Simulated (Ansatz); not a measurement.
The cell below belongs to a search over invented structures; it isn't taken from experiment.

Input and command of a plane-wave DFT calculation in Ansatz:

```yaml
crystal:
  lattice:
    - [2.916784346, 0.0, 0.0]
    - [-1.458392173, 2.526009341, 0.0]
    - [0.0, 0.0, 6.3213350143]
  atoms:
    - { symbol: Cd, position: [0.0, 0.0, 0.5] }
    - { symbol: Se, position: [0.0, 0.0, 0.0] }
basis:
  ecutwfc: 420
kpoints:
  mp_grid: { grid: [24, 24, 10] }
hamiltonian:
  xc: pbe
scf:
  occupations: { method: gaussian, width: 0.1 }
output:
  forces: true
  stress: true
  eigenvalues: true
  write_density: true
  write_potential: true
  elf: true
  volumetric_format: npy
relax:
  adjacent_minimum: "off"
  f_tol: 0.01
  max_steps: 80
  cell: { stress_tol: 0.05 }
```

```bash
ansatz run input.yaml --threads 1 --pin off --max-ram 2048MiB --backend cpu --events-out ev --progress --plain --runs-dir out
```

Processor: Arm Neoverse V1, 1 thread, on a host shared with other jobs.

Question: How long does it run, and how much memory does it take?

Answer: About 2 min, peak memory 0.58 GiB. It solves 22 bands at 366 k points (after reduction by symmetry) with about 909 plane waves (on the last cell), in 32 SCF iterations over 5 ionic steps.
